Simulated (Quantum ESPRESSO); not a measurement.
**YN: equation of state with LDA**

The system is YN.

```
CELL_PARAMETERS angstrom
0.00000 2.43850 2.43850
2.43850 0.00000 2.43850
2.43850 2.43850 0.00000
ATOMIC_POSITIONS crystal
Y 0.00000 0.00000 0.00000
N 0.50000 0.50000 0.50000
```

| Quantity | Value |
| --- | --- |
| Program | Quantum ESPRESSO 7.5 |
| Task | equation of state |
| Functional | LDA |
| Potentials or basis | GBRV 1.5 LDA |
| Cutoff | 612 eV |
| Density cutoff | 4898 eV |
| k mesh | 9 × 9 × 9 |
| Occupations | fermi-dirac, width 0.05 eV |
| Spin | no spin polarisation |
| Form of the LDA correlation | PZ81 |
| Mixing beta | 0.5 |
| Most SCF iterations | 120 |
| SCF threshold | 4e-10 Ry |

```yaml
Equilibrium_volume: 14.01 Å³/atom
Bulk_modulus: 182 GPa
Pressure_derivative_of_the_bulk_modulus: 4.2
```

Energy against volume, from the lowest point:
```
volume (Å³/atom)  energy (meV/atom)
          13.630               5.89
          13.920               0.00
          14.210               1.19
          14.500               8.73
          14.790              21.95
          15.080              40.33
          15.370              63.28
```

All runs of the series together: 29 s on 2 threads of Intel(R) Xeon(R) 6975P-C (Granite Rapids), on a shared host.

LDA usually gives volumes a few per cent too small. Zero-point motion and thermal expansion aren't in these numbers.
